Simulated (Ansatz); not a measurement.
Runs of Ansatz 0.2.0 on Pt. It takes space group Fm-3m (No. 225, cubic). Conventional cell: a = 3.922 Å, b = 3.922 Å, c = 3.922 Å, α = 90.00°, β = 90.00°, γ = 90.00°. Pt (site symmetry m-3m) has 12 Pt at 2.77 Å as nearest neighbours. 

| task | level | cell | k mesh | cutoff (eV) | smearing | basis error allowed | gap on the mesh (eV) | pressure (GPa) | relaxed volume (Å³/atom) |
| --- | --- | --- | --- | --- | --- | --- | --- | --- | --- |
| band structure | LDA | as given | 12 × 12 × 12 | 270 | fermi-dirac 0.05 eV | 0.001 eV/atom | - | -6.0 | - |
| relaxation of cell and atoms | RPBE | relaxed | 12 × 12 × 12 | - | fermi-dirac 0.05 eV | 0.001 eV/atom | - | 0.0 | 15.92 |
| single point | PBE | as given | 12 × 12 × 12 | 270 | gaussian 0.012 eV | 0.001 eV/atom | none | 10.2 | - |
| relaxation of cell and atoms | PBEsol+D3(BJ) | relaxed | 12 × 12 × 12 | - | fermi-dirac 0.05 eV | 0.001 eV/atom | - | 0.0 | 14.63 |
| relaxation of cell and atoms | LDA | relaxed | 12 × 12 × 12 | - | fermi-dirac 0.05 eV | 0.001 eV/atom | - | 0.0 | (a) |
| single point | PBE | as given | 8 × 8 × 8 | 251 | fermi-dirac 0.04 eV | 0.002 eV/atom | none | (b) | - |
| single point | PBE | as given | 12 × 12 × 12 | 270 | gaussian 0.013 eV | 0.001 eV/atom | none | 10.2 | - |
| relaxation of cell and atoms | RPBE+D3(BJ) | relaxed | 12 × 12 × 12 | - | fermi-dirac 0.05 eV | 0.001 eV/atom | - | 0.0 | 13.53 |

Alike in all rows: potentials or basis all-electron LAPW, scalar-relativistic; no spin polarisation.

Q: Estimate the missing entries.

A: (a) 14.77; (b) 9.4.

Caveats: the k mesh is thin for a metal, which can move the energy by tens of meV per atom (some runs); the volume moved by -10 % from the deposited cell, more than functionals usually miss (some runs).

A k mesh can miss the band edges, and the runs leave out spin-orbit coupling on Pt.

A gap of «none» marks a metal or a gap under the smearing width.

Not every run made on this cell is shown here.
